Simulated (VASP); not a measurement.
Runs of VASP 6.6.1 on ZnO (zincite). It takes space group P6_3mc (No. 186, hexagonal). The conventional cell has a = 3.249 Å, b = 3.249 Å, c = 5.206 Å, α = 90.00°, β = 90.00°, γ = 120.00°. Around Zn (site symmetry 3m) lie 4 O at 1.97 to 1.98 Å. O (site symmetry 3m) is surrounded by 4 Zn at 1.97 to 1.98 Å. 

```tsv
task	level	potentials or basis	cell	k mesh	cutoff (eV)	smearing	ladder	gap on the mesh (eV)	pressure (GPa)	largest force (eV/Å)
Born charges and dielectric tensor	LDA	VASP PAW LDA potentials, release 64 (Zn, O)	as given	9 × 9 × 5	520	fermi-dirac 0.05 eV	-	0.74	-	-
band structure	r2SCAN	VASP PAW PBE potentials, release 64 (Zn, O)	as given	10 × 10 × 6	520	gaussian 0.02 eV	free	1.23	-0.2	0.09
band structure	LAK	VASP PAW PBE potentials, release 64 (Zn, O)	as given	9 × 9 × 5	520	fermi-dirac 0.05 eV	-	(a)	5.8	(b)
band structure	TB-mBJ	VASP PAW PBE potentials, release 64 (Zn, O)	as given	10 × 10 × 6	520	gaussian 0.02 eV	free	2.58	-	-
single point	PBEsol	VASP PAW PBE potentials, release 64 (Zn, O)	as given	9 × 9 × 5	520	fermi-dirac 0.05 eV	free	0.69	-0.5	0.07
band structure	PBEsol	VASP PAW PBE potentials, release 64 (Zn, O)	as given	9 × 9 × 5	520	fermi-dirac 0.05 eV	-	0.68	-0.6	0.07
relaxation of cell and atoms	revTPSS	VASP PAW PBE potentials, release 64 (Zn, O)	relaxed	9 × 9 × 5	600	gaussian 0.05 eV	-	0.67	0.0	-
```

Alike in all rows: no spin polarisation.

Q: Estimate the missing entries.

A: (a) 1.47; (b) 0.14.

Caveats: the PAW data sets were made with another functional, which shifts forces and pressure a little (some runs); an odd mesh through Γ misses points on the zone boundary, where band edges often lie (some runs).

Not every run made on this cell is shown here.
